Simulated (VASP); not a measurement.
# Ba in VASP: reference runs

Reference runs on Ba: the cell as given.

All numbers are computed with VASP 6.6.1; they aren't measurements. Logs are shortened: lines on timing, memory, paths and dates and some standing lists are left out, and cuts for length are marked.

**1. The cell of the first run**

The cell holds a slab with vacuum, 6 atoms: a = 4.330 Å, b = 7.071 Å, c = 25.206 Å, α = 90.00°, β = 90.00°, γ = 90.00°.

The slab is cut from a database's or a generator's crystal, which needn't be the stable form of the element.

**2. Single point, PBE (the (2 1 1) slab of Ba, cut from the database cell, not relaxed)**

Contents of INCAR:

```
SYSTEM = Ba
PREC = Accurate ; ENCUT = 520
EDIFF = 1E-7 ; ISMEAR = -1
SIGMA = 0.05 ; LREAL = .FALSE.
LASPH = .TRUE. ; NELM = 80
ALGO = Normal ; ISIF = 2
LWAVE = .FALSE. ; LCHARG = .FALSE.
LDIPOL = .TRUE. ; IDIPOL = 3
DIPOL = 0.5 0.5 0.500 ; GGA = PE
NBANDS = 39
```

Contents of KPOINTS:

```
regular mesh
0
G
  6 4 1
  0 0 0
```

Contents of POSCAR:

```
Ba
1.0
    4.3301270189      0.0000000000      0.0000000000
    0.0000000000      7.0710678119      0.0000000000
    0.0000000000      0.0000000000     25.2062072616
Ba
6
Direct
    0.3333333333      0.5000000000      0.2975457562
    0.6666666667      0.0000000000      0.3785274537
    0.0000000000      0.5000000000      0.4595091512
    0.3333333333      0.0000000000      0.5404908488
    0.6666666667      0.5000000000      0.6214725463
    0.0000000000      0.0000000000      0.7024542438
```

Potentials or basis: VASP PAW PBE potentials, release 64 (Ba_sv).

Command:

```bash
$ cat potpaw_PBE.64/Ba_sv/POTCAR > POTCAR
$ mpirun -np 1 vasp_std > vasp.out
```

OUTCAR:

```text
SYSTEM = Ba
   PREC = Accurate
   ENCUT = 520
   EDIFF = 1E-7
   ISMEAR = -1
   LREAL = .FALSE.
   LASPH = .TRUE.
   NELM = 80
   ISIF = 2
   GGA = PE

 ion  position               nearest neighbor table
   1  0.333  0.500  0.298-   3 4.33   2 4.33   2 4.33
   2  0.667  0.000  0.379-   3 4.33   3 4.33   1 4.33   1 4.33   4 4.33
   3  0.000  0.500  0.460-   1 4.33   2 4.33   2 4.33   4 4.33   4 4.33   5 4.33
   4  0.333  0.000  0.540-   6 4.33   5 4.33   5 4.33   3 4.33   3 4.33   2 4.33
   5  0.667  0.500  0.621-   6 4.33   6 4.33   4 4.33   4 4.33   3 4.33
   6  0.000  0.000  0.702-   4 4.33   5 4.33   5 4.33

  LATTYP: Found a simple orthorhombic cell.
 ALAT       =     4.3301270189
 B/A-ratio  =     1.6329931619
 C/A-ratio  =     5.8211242191

  Lattice vectors:

 A1 = (   4.3301270189,   0.0000000000,   0.0000000000)
 A2 = (   0.0000000000,   7.0710678119,   0.0000000000)
 A3 = (   0.0000000000,   0.0000000000,  25.2062072616)

Analysis of symmetry for initial positions (statically):
=====================================================================
 Subroutine PRICEL returns:
 Original cell was already a primitive cell.

 Routine SETGRP: Setting up the symmetry group for a
 simple orthorhombic supercell.

 Subroutine GETGRP returns: Found  4 space group operations
 (whereof  2 operations were pure point group operations)
 out of a pool of  8 trial point group operations.

The static configuration has the point symmetry C_1h.
 The point group associated with its full space group is C_2h.

Analysis of symmetry for dynamics (positions and initial velocities):
=====================================================================
 Subroutine PRICEL returns:
 Original cell was already a primitive cell.

 Routine SETGRP: Setting up the symmetry group for a
 simple orthorhombic supercell.

 Subroutine GETGRP returns: Found  4 space group operations
 (whereof  2 operations were pure point group operations)
 out of a pool of  8 trial point group operations.

The dynamic configuration has the point symmetry C_1h.
 The point group associated with its full space group is C_2h.

 Subroutine INISYM returns: Found  4 space group operations
 (whereof  2 operations are pure point group operations),
 and found     1 'primitive' translations

----------------------------------------------------------------------------------------

                                     Primitive cell

  volume of cell :     771.7793

  direct lattice vectors                    reciprocal lattice vectors
     4.330127019  0.000000000  0.000000000     0.230940108  0.000000000  0.000000000
     0.000000000  7.071067812  0.000000000     0.000000000  0.141421356  0.000000000
     0.000000000  0.000000000 25.206207262     0.000000000  0.000000000  0.039672767

  length of vectors
     4.330127019  7.071067812 25.206207262     0.230940108  0.141421356  0.039672767

  position of ions in fractional coordinates (direct lattice)
     0.333333333  0.500000000  0.297545756
     0.666666667  0.000000000  0.378527454
     0.000000000  0.500000000  0.459509151
     0.333333333  0.000000000  0.540490849
     0.666666667  0.500000000  0.621472546
     0.000000000  0.000000000  0.702454244

  ion indices of the primitive-cell ions
   primitive index   ion index
                 1           1
                 2           2
                 3           3
                 4           4
                 5           5
                 6           6

----------------------------------------------------------------------------------------

 KPOINTS: regular mesh

Automatic generation of k-mesh.
 Grid dimensions read from file:
 generate k-points for:    6    4    1

 Generating k-lattice:

  Cartesian coordinates                     Fractional coordinates (reciprocal lattice)
     0.038490018  0.000000000  0.000000000     0.166666667  0.000000000  0.000000000
     0.000000000  0.035355339  0.000000000     0.000000000  0.250000000  0.000000000
     0.000000000  0.000000000  0.039672767     0.000000000  0.000000000  1.000000000

  Length of vectors
     0.038490018  0.035355339  0.039672767

  Shift w.r.t. Gamma in fractional coordinates (k-lattice)
     0.000000000  0.000000000  0.000000000

 Subroutine IBZKPT returns following result:
 ===========================================

 Found     12 irreducible k-points:

 Following reciprocal coordinates:
            Coordinates               Weight
  0.000000  0.000000  0.000000      1.000000
  0.166667  0.000000  0.000000      2.000000
  0.333333  0.000000  0.000000      2.000000
  0.500000  0.000000  0.000000      1.000000
  0.000000  0.250000  0.000000      2.000000
  0.166667  0.250000  0.000000      4.000000
  0.333333  0.250000  0.000000      4.000000
  0.500000  0.250000  0.000000      2.000000
  0.000000  0.500000  0.000000      1.000000
  0.166667  0.500000  0.000000      2.000000
  0.333333  0.500000  0.000000      2.000000
  0.500000  0.500000  0.000000      1.000000
   k-points           NKPTS =     12   k-points in BZ     NKDIM =     12   number of bands    NBANDS=     39
   number of dos      NEDOS =    301   number of ions     NIONS =      6
   total plane-waves  NPLWV = 331776
   dimension x,y,z NGX =    32 NGY =   54 NGZ =  192
   dimension x,y,z NGXF=    64 NGYF=  108 NGZF=  384
   ions per type =               6
   NGX,Y,Z   is equivalent  to a cutoff of  12.29, 12.70, 12.66 a.u.
   NGXF,Y,Z  is equivalent  to a cutoff of  24.57, 25.39, 25.33 a.u.
 SYSTEM =  Ba
   PREC   = accura    normal or accurate (medium, high low for compatibility)
   ISTART =      0    job   : 0-new  1-cont  2-samecut
   ICHARG =      2    charge: 1-file 2-atom 10-const
   ISPIN  =      1    spin polarized calculation?
   LNONCOLLINEAR =      F non collinear calculations
   LSORBIT =      F    spin-orbit coupling
   LASPH  =      T    aspherical Exc in radial PAW
   ENCUT  =  520.0 eV  38.22 Ry    6.18 a.u.   8.05 13.15 46.87*2*pi/ulx,y,z
   NELM   =     80;   NELMIN=  2; NELMDL= -5     # of ELM steps
   EDIFF  = 0.1E-06   stopping-criterion for ELM
   LREAL  =      F    real-space projection
   EDIFFG = 0.1E-05   stopping-criterion for IOM
   NSW    =      0    number of steps for IOM
   IBRION =     -1    ionic relax: 0-MD 1-quasi-New 2-CG
   NFREE  =      0    steps in history (QN), initial steepest desc. (CG)
   ISIF   =      2    stress and relaxation
   ISYM   =      2    0-nonsym 1-usesym 2-fastsym
   POTIM  = 0.5000    time-step for ionic-motion
   TEBEG  =    0.0;   TEEND  =   0.0 temperature during run
   PSTRESS=    0.0 pullay stress
   NELECT =      60.0000    total number of electrons
   NUPDOWN=      -1.0000    fix difference up-down
   EMIN   =  10.00;   EMAX   =-10.00  energy-range for DOS
   EFERMI =   0.00;   METHOD = LEGACY
   ISMEAR =    -1;   SIGMA  =   0.05  broadening in eV -4-tet -1-fermi 0-gaus
   EFERMI_NEDOS =   21; number of points for ismear=-14 and -15
   IALGO  =     38    algorithm
   IMIX   =      4    mixing-type and parameters
     AMIX     =   0.40;   BMIX     =  1.00
     AMIX_MAG =   1.60;   BMIX_MAG =  1.00
  volume/ion in A,a.u.               =     128.63       868.04
  Fermi-wavevector in a.u.,A,eV,Ry     =   0.698706  1.320362  6.642221  0.488189
  Thomas-Fermi vector in A             =   1.782383
   LORBIT       =      0    0 simple, 1 ext, 2 COOP (PROOUT), +10 PAW based schemes
   GGA     = PE    functional components
   LHFCALC =     F    Hartree Fock is set to
   AEXX    =    0.0000 exact exchange contribution
   IVDW    =     0    specifies the selected vdW correction
   LEPSILON=     F    determine dielectric tensor
   LRPA    =     F    only Hartree local field effects (RPA)
 non-spin polarized calculation
  energy-cutoff  :      520.00
  volume of cell :      771.78
 maximum number of plane-waves:     20880
   NGX = 17   NGY = 27   NGZ = 93

 dipolmoment           0.000000      0.000000     -0.000000 electrons x Angstroem

 number of electron      60.0000002 magnetization

 dipolmoment           0.000000      0.000000      0.000000 electrons x Angstroem

 Free energy of the ion-electron system (eV)
  ---------------------------------------------------
  ext. energy  EPLUGINS =         0.00000000
  ---------------------------------------------------
  free energy    TOTEN  =        -9.99323939 eV

  energy without entropy =       -9.91330007  energy(sigma->0) =       -9.95326973

 E-fermi :  -0.2826     XC(G=0):  -4.3305

 val. band max:       -0.3038018244   @ k =   0.3333   0.5000   0.0000
 cond. band min:      -0.2382091728   @ k =   0.5000   0.2500   0.0000
 fundamental gap:      0.0655926517
 Fermi energy:        -0.2826014060

 k-point     1 :       0.0000    0.0000    0.0000
  band No.  band energies     occupation
      1     -29.8083      2.00000
      2     -29.8083      2.00000
      3     -29.2561      2.00000
      4     -29.2546      2.00000
      5     -29.0936      2.00000
      6     -29.0726      2.00000
[... 31 lines left out ...]
     38       0.5651      0.00000
     39       0.6953      0.00000

 k-point     2 :       0.1667    0.0000    0.0000
  band No.  band energies     occupation
      1     -29.8035      2.00000
      2     -29.8035      2.00000
      3     -29.2511      2.00000
      4     -29.2498      2.00000
      5     -29.0885      2.00000
      6     -29.0683      2.00000
[... 409 lines left out ...]
     38       0.5106      0.00000
     39       0.6467      0.00000

 k-point    12 :       0.5000    0.5000    0.0000
  band No.  band energies     occupation
      1     -29.7891      2.00000
      2     -29.7891      2.00000
      3     -29.2354      2.00000
      4     -29.2354      2.00000
      5     -29.0644      2.00000
      6     -29.0644      2.00000
[... 31 lines left out ...]
     38       0.6981      0.00000
     39       0.8749      0.00000

------------------------ aborting loop because EDIFF is reached ----------------------------------------

 vacuum level on the upper side and lower side of the slab       (xc-potential included)        -0.254        -0.255

  FORCE on cell =-STRESS in cart. coord.  units (eV):
  Direction    XX          YY          ZZ          XY          YZ          ZX
  --------------------------------------------------------------------------------------
  -------------------------------------------------------------------------------------
  Total        0.3748635     -0.4111283     -0.2283456      0.0000000      0.0000000      0.3118856
  in kB        0.7781989     -0.8534830     -0.4740347      0.0000000      0.0000000      0.6474597
  external PRESSURE =      -0.1831063 kB  Pullay stress =       0.0000000 kB

 VOLUME and BASIS-vectors are now :
 -----------------------------------------------------------------------------
  energy-cutoff  :      520.00
  volume of cell :      771.78
      direct lattice vectors                 reciprocal lattice vectors
     4.330127019  0.000000000  0.000000000     0.230940108  0.000000000  0.000000000
     0.000000000  7.071067812  0.000000000     0.000000000  0.141421356  0.000000000
     0.000000000  0.000000000 25.206207262     0.000000000  0.000000000  0.039672767

 POSITION                                       TOTAL-FORCE (eV/Angst)
 -----------------------------------------------------------------------------------
      1.44338      3.53553      7.50000        -0.105742      0.000000      0.030698
      2.88675      0.00000      9.54124         0.126896      0.000000      0.016296
      0.00000      3.53553     11.58248        -0.004811      0.000000     -0.092708
      1.44338      0.00000     13.62372         0.004811      0.000000      0.092708
      2.88675      3.53553     15.66497        -0.126896      0.000000     -0.016296
      0.00000      0.00000     17.70621         0.105742      0.000000     -0.030698
 -----------------------------------------------------------------------------------
    total drift:                               -0.000001     -0.000000      0.000005

  FREE ENERGIE OF THE ION-ELECTRON SYSTEM (eV)
  ---------------------------------------------------
  free  energy   TOTEN  =        -9.9932393897 eV

  energy  without entropy=       -9.9133000733  energy(sigma->0) =       -9.95326973

 vacuum level on the upper side and lower side of the slab         1.804         1.804
```

Wall time 17 min (1 thread of Intel Xeon Platinum 8488C (Sapphire Rapids), shared host); peak memory 0.78 GiB.

What came out:

| Item | Value |
| --- | --- |
| Free energy | -9.9932 eV |
| Largest force | 0.128 eV/Å |
| Band gap on the k mesh | none (metal or under the smearing width) |

Forces in eV/Å, atoms in the order of the input:
```
Ba  -0.106  0.000  0.031
Ba   0.127  0.000  0.016
Ba  -0.005  0.000 -0.093
Ba   0.005  0.000  0.093
Ba  -0.127  0.000 -0.016
Ba   0.106  0.000 -0.031
```

The run has no spin-orbit coupling, so splittings on Ba are missing.
